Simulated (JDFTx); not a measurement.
## ZnSe (Stilleite) under changes of volume

One of the cells (22.757 Å³/atom); the others are scaled copies at fixed shape and fractional positions:

```
Se Zn
1.0
     0.00000    2.83380    2.83380
     2.83380    0.00000    2.83380
     2.83380    2.83380    0.00000
Se Zn
1 1
Direct
  0.75000 0.75000 0.75000
  0.00000 0.00000 0.00000
```

```yaml
Program: JDFTx 1.7.0 (patched build)
Functional: PBEsol
Potentials_or_basis: PseudoDojo-SR-PBEsol-0.4.1-standard with smoothed tails
Cutoff: 1170 eV
Density_cutoff: 9361 eV
k_mesh: 8 × 8 × 8
Occupations: fermi-dirac, width 0.05 eV
Spin: no spin polarisation
```

| volume (Å³/atom) | energy over the lowest point (meV/atom) | pressure (GPa) | gap on the mesh (eV) |
| --- | --- | --- | --- |
| 21.391 | 8.77 | 3.1 | 1.42 |
| 21.846 | 2.26 | 1.5 | 1.33 |
| 22.301 | 0.00 | 0.1 | 1.25 |
| 22.757 | 1.56 | -1.2 | 1.17 |
| 23.212 | 6.52 | -2.3 | 1.09 |
| 23.667 | ? | ? | ? |
| 24.122 | 25.21 | -4.2 | 0.95 |

Task: What does the run at 23.667 Å³/atom give?

Result: Energy over the lowest point 14.50 meV/atom; pressure -3.3 GPa; gap on the mesh 1.02 eV.

Worked out: A Birch-Murnaghan fit of order 3 (a polynomial in V^(-2/3)) to the other rows has its minimum at 22.33 Å³/atom with B0 = V·E''(V) = 65 GPa and B' = 4.6. It gives 14.51 meV/atom at 23.667 Å³/atom, against the run's 14.50, and -dE/dV = -3.3 GPa, against -3.3. A straight line through the other rows of the gap, of slope -3.91 eV per unit of ln V (its deformation potential), gives 1.02 eV, against the run's 1.02.

Energies are extrapolated to zero smearing.

Spin-orbit coupling on Se is left out.
